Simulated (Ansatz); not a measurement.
**MgO2 in Ansatz: the effect of functional**

The system is MgO2.

```
Mg O
1.0
     1.57200    0.90760    3.42265
    -1.57200    0.90760    3.42265
     0.00000   -1.81519    3.42265
Mg O
1 2
Direct
  0.00000 0.00000 0.00000
  0.57121 0.57121 0.57121
  0.42879 0.42879 0.42879
```

The cell comes from a database or a generator and needn't be the stable form of this composition.

The cell isn't the ideal one: volume scaled by 0.94.

Alike in all runs:

```yaml
Program: Ansatz 0.2.0
Task: single point
Potentials_or_basis: Ansatz PAW
k_mesh: 10 × 10 × 10
Occupations: fermi-dirac, width 0.05 eV
Spin: no spin polarisation
```

```csv
functional,cutoff,gap on the mesh (eV),pressure (GPa),largest force (eV/Å)
LDA,420 eV (not typed: the program's choice for these potentials),2.58,-2.3,0.16
PBEsol,420 eV (not typed: the program's choice for these potentials),2.62,3.6,0.01
r2SCAN,500 eV (not typed: the program's choice for these potentials),?,?,?
```

Q: What does the run with functional r2SCAN give?

A: gap on the mesh 3.35 eV; pressure 3.3 GPa; largest force 0.09 eV/Å.

Caveats: the PAW data sets come from PBE, with cores solved anew for the run's functional, which leaves a small shift of forces and pressure.

A k mesh can miss the band edges.
